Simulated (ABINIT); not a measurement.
## MoS2: single point with PBE

MoS2:

```
Mo S
1.0
     3.22746    0.00000    0.00000
    -1.61373    2.79507    0.00000
     0.00000    0.00000    6.31247
Mo S
1 2
Direct
  0.00000 0.00000 0.50000
  0.66667 0.33333 0.74468
  0.33333 0.66667 0.25532
```

Measurements of this composition are mostly on another form, of space group No. 194.

* Program: ABINIT 10.8.3 (patched build)
* Task: single point
* Functional: PBE
* Potentials or basis: JTH PAW PBE v2.0
* Cutoff: 544 eV
* k mesh: 9 × 9 × 4
* Occupations: fermi-dirac, width 0.05 eV
* Spin: no spin polarisation
* Fine-grid cutoff: 1088.46 eV

| Property | Result |
| --- | --- |
| Pressure | 1.1 GPa |
| Largest force | 0.287 eV/Å |
| Band gap on the k mesh | none (metal or under the smearing width) |
| Valence electrons inside the program's atomic spheres | Mo 11.22; S 3.57 |

Forces in eV/Å, atoms in the order of the input:
```
Mo   0.000  0.000  0.000
S    0.000  0.000  0.287
S    0.000  0.000 -0.287
```

Stress tensor (GPa, compression positive):
```
0.10 0.00 0.00
0.00 0.10 0.00
0.00 0.00 2.95
```

Levels at points of the mesh, in eV from the Fermi level:
```tsv
k point	band 11	band 12	band 13	band 14	band 15	band 16
(0.00, 0.00, 0.00)	-1.05	-0.94	-0.94	-0.32	-0.32	3.19
(0.00, 0.00, 0.50)	-0.95	-0.95	-0.39	-0.39	-0.07	3.34
```

It took 51 s on 1 thread of Arm Neoverse V1, with other jobs on the host, peak memory 0.14 GiB.

Caveat: this functional lacks dispersion, which binds the layers, so the pressure and a relaxed spacing across them are unreliable.
